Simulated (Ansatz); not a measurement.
MoS2:

```xyz
6
Lattice="3.1690 0.0000 0.0000 -1.5845 2.7444 0.0000 0.0000 0.0000 12.3240" Properties=species:S:1:pos:R:3 pbc="T T T"
Mo    1.5845    0.9148    9.2430
Mo    0.0000    1.8296    3.0810
S     1.5845    0.9148    4.6461
S     0.0000    1.8296   10.8081
S     1.5845    0.9148    1.5159
S     0.0000    1.8296    7.6779
```

Program: Ansatz 0.2.0. Alike in all runs: potentials or basis Ansatz PAW; cell as given. Hardware: 2 threads of Intel(R) Xeon(R) Processor @ 2.50GHz (Skylake/Cascade Lake), on a shared host.

**Question.** Order these runs on this cell by their wall time, lowest first.
A. task band structure; level RPBE; spin off; k mesh 10 × 10 × 3; cutoff (eV) 420; smearing fermi-dirac 0.05 eV; points for each segment of the path 14
B. task single point; level RPBE; spin off; k mesh 10 × 10 × 3; cutoff (eV) 420; smearing gaussian 0.02 eV
C. task band structure; level r2SCAN; spin off; k mesh 10 × 10 × 3; cutoff (eV) 500; smearing fermi-dirac 0.05 eV; points for each segment of the path 14
D. task band structure; level PBEsol; spin SOC, no magnetisation; k mesh 7 × 7 × 3; cutoff (eV) 420; smearing fermi-dirac 0.05 eV; points for each segment of the path 14

**Answer.** B (8.4 s), A (22 s), C (52 s), D (190 s).

Runs at the PBE level aren't shown here.
